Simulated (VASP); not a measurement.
## ZrB2: electric field gradients with r2SCAN

Crystal: ZrB2.

```
CELL_PARAMETERS angstrom
3.16700 0.00000 0.00000
-1.58350 2.74270 0.00000
0.00000 0.00000 3.53100
ATOMIC_POSITIONS crystal
Zr 0.00000 0.00000 0.00000
B 0.33333 0.66667 0.50000
B 0.66667 0.33333 0.50000
```

The cell was built by a generator and needn't be a form met in nature.

```
Program                : VASP 6.6.1
Task                   : electric field gradients
Functional             : r2SCAN
Potentials or basis    : VASP PAW PBE potentials, release 64 (Zr_sv, B)
Cutoff                 : 520 eV
k mesh                 : 18 × 18 × 12
Occupations            : gaussian, width 0.1 eV
Spin                   : no spin polarisation
Dipole correction      : no
Further INCAR settings : ALGO = Normal; EDIFF = 1e-08; NBANDS = 16
```

The pressure is 1.5 GPa and the band gap on the k mesh is none (metal or under the smearing width).

Stress tensor (GPa, compression positive):
```
0.86 0.00 0.00
0.00 0.86 0.00
0.00 0.00 2.69
```

Levels at points of the mesh, in eV from the Fermi level:
| k point | band 5 | band 6 | band 7 | band 8 | band 9 | band 10 | band 11 | band 12 | band 13 | band 14 |
| --- | --- | --- | --- | --- | --- | --- | --- | --- | --- | --- |
| (0.00, 0.00, 0.00) | -13.72 | -2.86 | -2.86 | -2.75 | -2.68 | 3.56 | 3.56 | 4.38 | 4.38 | 4.88 |
| (0.50, 0.00, 0.00) | -9.63 | -9.31 | -4.22 | -3.37 | -2.87 | 2.22 | 2.39 | 5.10 | 5.20 | 6.69 |
| (0.00, 0.00, 0.50) | -11.64 | -7.50 | -1.12 | -1.12 | 0.29 | 0.29 | 0.79 | 0.79 | 1.92 | 5.21 |
| (0.50, 0.00, 0.50) | -10.75 | -7.63 | -4.97 | -4.46 | -2.33 | 3.92 | 4.15 | 5.48 | 6.46 | 6.76 |

Electric field gradients, principal values (V/Å²):
```
atom      Vxx      Vyy     Vzz
1 Zr  -19.057  -19.057  38.114
 2 B   -0.867   -0.867   1.733
 3 B   -0.867   -0.867   1.733
```

It took 3.4 min on 1 thread of Intel(R) Xeon(R) Platinum 8559C (Emerald Rapids), with other jobs on the host, peak memory 0.24 GiB.

Caveat: the PAW data sets were made with another functional, which shifts forces and pressure a little.
